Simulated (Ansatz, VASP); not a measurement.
Al: VASP beside Ansatz

```
CELL_PARAMETERS angstrom
-1.59122 1.59122 1.59122
1.59122 -1.59122 1.59122
1.59122 1.59122 -1.59122
ATOMIC_POSITIONS crystal
Al 0.00000 0.00000 0.00000
```

This isn't the form of Al at room conditions, which is fcc.

Alike in both runs: functional r2SCAN; k mesh 12 × 12 × 12; occupations fermi-dirac, width 0.05 eV; no spin polarisation.

|  | VASP | Ansatz |
| --- | --- | --- |
| version | VASP 6.6.1 | Ansatz 0.2.0 |
| potentials or method | VASP PAW PBE potentials, release 64 (Al) | Ansatz PAW |
| plane-wave cutoff (eV) | 520 | 500 |
| valence electrons in the cell | 3 | 3 |
| task | single point | band structure |

```tsv
	VASP	Ansatz	Ansatz less VASP
gap on the k mesh at the Fermi level (eV)	none	none	-
pressure (GPa)	0.1	0.4	+0.34
```

A gap of «none» marks a metal or a gap that the smearing closes. The functional is the same, so the differences come from potentials, cutoffs and numerics.

Caveats: the PAW data sets were made with another functional, which shifts forces and pressure a little (VASP); the PAW data sets come from PBE, with cores solved anew for the run's functional, which leaves a small shift of forces and pressure (Ansatz).
